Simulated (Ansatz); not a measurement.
## Ligand exchange: InH2(CH3) + C4H9Cl → InH2Cl + C5H12

Species: InH2(CH3), singlet; C4H9Cl (1-chloro-2-methylpropane) `CC(C)CCl`, singlet; InH2Cl `[Cl][InH2]`, singlet; C5H12 (isopentane) `CCC(C)C`, singlet. The partners trade CH3 for Cl: In–CH3 and C–Cl bonds give way to In–Cl and C–CH3.

Shapes, held fixed at every level: PBE0-D4/def2-TZVP. Flexible molecules stand in one conformer, not always the lowest. Programs: Ansatz 0.2.0. Electronic energies: no zero-point or thermal term.

| level | kind | ΔE (kJ/mol) | less CCSD(T)/def2-TZVPP |
| --- | --- | --- | --- |
| PBE-D4/def2-TZVPP | GGA | -157.8 | +3.5 |
| r2SCAN0-D4/def2-TZVPP | global hybrid | -170.3 | -9.0 |
| wB97M-V/def2-TZVPP | range-separated hybrid | -163.6 | -2.3 |
| wB97X-V/def2-TZVPP | range-separated hybrid | -165.3 | -4.0 |
| MP2/def2-SVP | perturbation theory | -181.0 | -19.7 |
| CCSD(T)/def2-SVP | coupled cluster or CI | -179.8 | -18.5 |
| CCSD/def2-SVP | coupled cluster or CI | -181.9 | -20.6 |
| CCSD(T)/def2-TZVPP | coupled cluster or CI | -161.3 | 0.0 |

The highest level, CCSD(T)/def2-TZVPP, gives ΔE = -161.3 kJ/mol; the levels span -181.9 to -157.8. The column of differences is taken from that level and isn't an error. No measured value is set beside it here. For atoms past krypton def2 sets carry core potentials with scalar relativity. Outer-core shells of In are correlated in most correlated rows, in sets that cover them unevenly.
